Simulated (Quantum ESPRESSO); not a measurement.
# SnO (P1) in Quantum ESPRESSO: convergence with wavefunction cutoff, part 2 of 2

Quantum ESPRESSO 7.5. Earlier steps stand in the parts before.

## (4) With wavefunction cutoff 50 Ry

Input file pw.in:

```
&CONTROL
  calculation = 'scf'
  prefix = 'pwscf'
  outdir = './tmp'
  pseudo_dir = './pseudo'
  tprnfor = .true.
  tstress = .true.
  disk_io = 'nowf'
/
&SYSTEM
  ibrav = 0
  nat = 4
  ntyp = 2
  ecutwfc = 50
  nbnd = 28
  input_dft = 'r2scan'
  occupations = 'smearing'
  smearing = 'mv'
  degauss = 0.00999582
  nosym = .true.
/
&ELECTRONS
  conv_thr = 1d-08
  electron_maxstep = 120
  mixing_beta = 0.5
/
ATOMIC_SPECIES
Sn   118.7100 Sn.upf
O     15.9990 O.upf
CELL_PARAMETERS angstrom
   3.8136952200    0.0000000000    0.0000000000
   0.0000000000    3.8136952200    0.0000000000
   0.0000000000    0.0000000000    4.8869133000
ATOMIC_POSITIONS crystal
Sn     0.4885580000   -0.0236380000    0.7893410000
Sn    -0.0039350000    0.5217890000    0.2397410000
O     -0.0246610000   -0.0016690000    0.0050780000
O      0.4944870000    0.5017330000    0.0259530000
K_POINTS automatic
3 3 2 0 0 0
```

Launch:

```
> OMP_NUM_THREADS=1 pw.x -in pw.in > pw.out
```

Wall time 40 s (1 thread of Arm Neoverse V2, shared host); peak memory 0.07 GiB.

The run converged, but runs of this kind are known to go wrong with this program or these potentials, so none of its numbers is taken as a property of the crystal.

Caveat: the k mesh is coarse (spacing up to 0.64 Å⁻¹), so the values aren't converged; a meta-GGA on potentials with a model core is unreliable; the potentials were made for another functional, which shifts forces and pressure; this smearing can shift energies of a crystal with a gap; spin-orbit coupling is left out, which moves the levels of the heavy elements; an odd mesh through Γ misses points on the zone boundary, where band edges often lie.

## (5) With wavefunction cutoff 59 Ry

pw.in, as its differences from that of step 4:

```diff
@@ -13,3 +13,3 @@
   ntyp = 2
-  ecutwfc = 50
+  ecutwfc = 59
   nbnd = 28
```

Launch:

```
> OMP_NUM_THREADS=1 pw.x -in pw.in > pw.out
```

Run time: 43 s. Hardware: 1 thread of Arm Neoverse V2, shared host; peak memory 0.08 GiB.

The run converged, but runs of this kind are known to go wrong with this program or these potentials, so none of its numbers is taken as a property of the crystal.

Caveat: the k mesh is coarse (spacing up to 0.64 Å⁻¹), so the values aren't converged; a meta-GGA on potentials with a model core is unreliable; the potentials were made for another functional, which shifts forces and pressure; this smearing can shift energies of a crystal with a gap; spin-orbit coupling is left out, which moves the levels of the heavy elements; an odd mesh through Γ misses points on the zone boundary, where band edges often lie.

## (6) With wavefunction cutoff 67 Ry

pw.in, as its differences from that of step 5:

```diff
@@ -13,3 +13,3 @@
   ntyp = 2
-  ecutwfc = 59
+  ecutwfc = 67
   nbnd = 28
```

Potentials or basis: PseudoDojo 0.5 SR PBE standard.

Launch:

```
> OMP_NUM_THREADS=1 pw.x -in pw.in > pw.out
```

Run time: 54 s. Hardware: 1 thread of Arm Neoverse V2, shared host; peak memory 0.1 GiB.

The run converged, but runs of this kind are known to go wrong with this program or these potentials, so none of its numbers is taken as a property of the crystal.

Caveat: the k mesh is coarse (spacing up to 0.64 Å⁻¹), so the values aren't converged; a meta-GGA on potentials with a model core is unreliable; the potentials were made for another functional, which shifts forces and pressure; this smearing can shift energies of a crystal with a gap; spin-orbit coupling is left out, which moves the levels of the heavy elements; an odd mesh through Γ misses points on the zone boundary, where band edges often lie.

## (7) With wavefunction cutoff 76 Ry

pw.in, as its differences from that of step 6:

```diff
@@ -13,3 +13,3 @@
   ntyp = 2
-  ecutwfc = 67
+  ecutwfc = 76
   nbnd = 28
```

Launch:

```
> OMP_NUM_THREADS=1 pw.x -in pw.in > pw.out
```

Run time: 63 s. Hardware: 1 thread of Arm Neoverse V2, shared host; peak memory 0.11 GiB.

The run converged, but runs of this kind are known to go wrong with this program or these potentials, so none of its numbers is taken as a property of the crystal.

Caveat: the k mesh is coarse (spacing up to 0.64 Å⁻¹), so the values aren't converged; a meta-GGA on potentials with a model core is unreliable; the potentials were made for another functional, which shifts forces and pressure; this smearing can shift energies of a crystal with a gap; spin-orbit coupling is left out, which moves the levels of the heavy elements; an odd mesh through Γ misses points on the zone boundary, where band edges often lie.

## (8) With wavefunction cutoff 84 Ry

pw.in, as its differences from that of step 7:

```diff
@@ -13,3 +13,3 @@
   ntyp = 2
-  ecutwfc = 76
+  ecutwfc = 84
   nbnd = 28
```

Launch:

```
> OMP_NUM_THREADS=1 pw.x -in pw.in > pw.out
```

Wall time 85 s (1 thread of Arm Neoverse V2, shared host); peak memory 0.13 GiB.

The run converged, but runs of this kind are known to go wrong with this program or these potentials, so none of its numbers is taken as a property of the crystal.

Caveat: the k mesh is coarse (spacing up to 0.64 Å⁻¹), so the values aren't converged; a meta-GGA on potentials with a model core is unreliable; the potentials were made for another functional, which shifts forces and pressure; this smearing can shift energies of a crystal with a gap; spin-orbit coupling is left out, which moves the levels of the heavy elements; an odd mesh through Γ misses points on the zone boundary, where band edges often lie.

## (9) With wavefunction cutoff 101 Ry

pw.in, as its differences from that of step 8:

```diff
@@ -13,3 +13,3 @@
   ntyp = 2
-  ecutwfc = 84
+  ecutwfc = 101
   nbnd = 28
```

Potentials or basis: PseudoDojo 0.5 SR PBE standard.

Launch:

```
> OMP_NUM_THREADS=1 pw.x -in pw.in > pw.out
```

Run time: 99 s. Hardware: 1 thread of Arm Neoverse V2, shared host; peak memory 0.16 GiB.

The run converged, but runs of this kind are known to go wrong with this program or these potentials, so none of its numbers is taken as a property of the crystal.

Caveat: the k mesh is coarse (spacing up to 0.64 Å⁻¹), so the values aren't converged; a meta-GGA on potentials with a model core is unreliable; the potentials were made for another functional, which shifts forces and pressure; this smearing can shift energies of a crystal with a gap; spin-orbit coupling is left out, which moves the levels of the heavy elements; an odd mesh through Γ misses points on the zone boundary, where band edges often lie.

## (10) With wavefunction cutoff 126 Ry

pw.in, as its differences from that of step 9:

```diff
@@ -13,3 +13,3 @@
   ntyp = 2
-  ecutwfc = 101
+  ecutwfc = 126
   nbnd = 28
```

Launch:

```
> OMP_NUM_THREADS=1 pw.x -in pw.in > pw.out
```

Run time: 3 min. Hardware: 1 thread of Arm Neoverse V2, shared host; peak memory 0.22 GiB.

The run converged, but runs of this kind are known to go wrong with this program or these potentials, so none of its numbers is taken as a property of the crystal.

Caveat: the k mesh is coarse (spacing up to 0.64 Å⁻¹), so the values aren't converged; a meta-GGA on potentials with a model core is unreliable; the potentials were made for another functional, which shifts forces and pressure; this smearing can shift energies of a crystal with a gap; spin-orbit coupling is left out, which moves the levels of the heavy elements; an odd mesh through Γ misses points on the zone boundary, where band edges often lie.

## (11) Summary

| wavefunction cutoff | energy less the tightest run, at zero smearing (meV/atom) | pressure (GPa) | largest force (eV/Å) | gap on the mesh (eV) | SCF cycles | CPU time (s) | peak memory (GiB) |
| --- | --- | --- | --- | --- | --- | --- | --- |
| 34 Ry | 11794.15 | 251.13 | 2.878 | 1.630 | 15 | 24 | 0.05 |
| 42 Ry | 2778.49 | 475.13 | 3.562 | 1.644 | 13 | 23 | 0.06 |
| 50 Ry | 393.60 | 567.71 | 3.140 | 1.638 | 14 | 40 | 0.07 |
| 59 Ry | -94.01 | 592.42 | 3.046 | 1.640 | 14 | 43 | 0.08 |
| 67 Ry | -148.40 | 594.14 | 2.550 | 1.643 | 14 | 54 | 0.1 |
| 76 Ry | -114.60 | 593.34 | 3.214 | 1.643 | 14 | 63 | 0.11 |
| 84 Ry | -82.98 | 593.08 | 2.631 | 1.640 | 14 | 85 | 0.13 |
| 101 Ry | -34.00 | 592.45 | 2.483 | 1.639 | 14 | 99 | 0.16 |
| 126 Ry | 0.00 | 591.14 | 2.263 | 1.640 | 14 | 180 | 0.22 |

Against the tightest run, the gap on the mesh stays within 0.01 eV from 34 Ry on. Not settled before the last step: the energy (to 1 meV/atom), the pressure (to 0.1 GPa), the largest force (to 0.005 eV/Å). The tightest run that finished is the yardstick and may itself not be fully converged.

Caveats: all runs use coarse meshes; a meta-GGA on potentials with a model core is unreliable; the potentials were made for another functional, which shifts forces and pressure; this smearing can shift energies of a crystal with a gap; spin-orbit coupling is left out, which moves the levels of the heavy elements; an odd mesh through Γ misses points on the zone boundary, where band edges often lie.
